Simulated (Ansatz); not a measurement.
**MoS$_{2}$**

```yaml
crystal:
  lattice:
    - [3.19204, 0.00000, 0.00000]
    - [-1.59602, 2.76439, 0.00000]
    - [0.00000, 0.00000, 6.88365]
  atoms:
    - { symbol: Mo, position: [0.00000, 0.00000, 0.00000] }
    - { symbol: S, position: [0.33333, 0.66667, 0.23024] }
    - { symbol: S, position: [0.66667, 0.33333, 0.76976] }
```

Atom numbers follow the list: Mo1, S2, S3.

The structure comes from a relaxation in the same program, started in the CdI2 type, and has space group P-3m1. Whether it is a known phase or the ground state wasn't checked.

Methods: DFT, PBE, all-electron LAPW, scalar-relativistic (Ansatz 0.2.0); DFT, PBE, PAW with Ansatz's default frozen-core files, scalar-relativistic (Ansatz 0.2.0).

For LAPW: a Γ-centred 11×11×6 k mesh, Fermi–Dirac smearing of 0.03 eV, basis error target 1 meV/atom, no spin polarisation. PAW takes a cutoff of 420 eV at this cell. The Ansatz runs share mesh, smearing and spin set-up. Values come from LAPW unless marked.

```json
{"Band gap": "none at this level of theory (metallic, semimetallic, or a small gap that the functional closes)", "Density of states at the Fermi level (0.2 eV bin)": "1.31 states/eV per cell", "Löwdin charges (with 0.19 e of the cell spilling out of the atomic basis, so their sizes and signs hang on that basis)": "Mo1 0.39, S2 -0.10 e", "Bader charges (from the PAW run)": "Mo1 +1.30, S2 -0.65 e", "Volume per atom": "20.25 Å³", "Pressure at this cell": "0.02 GPa"}
```
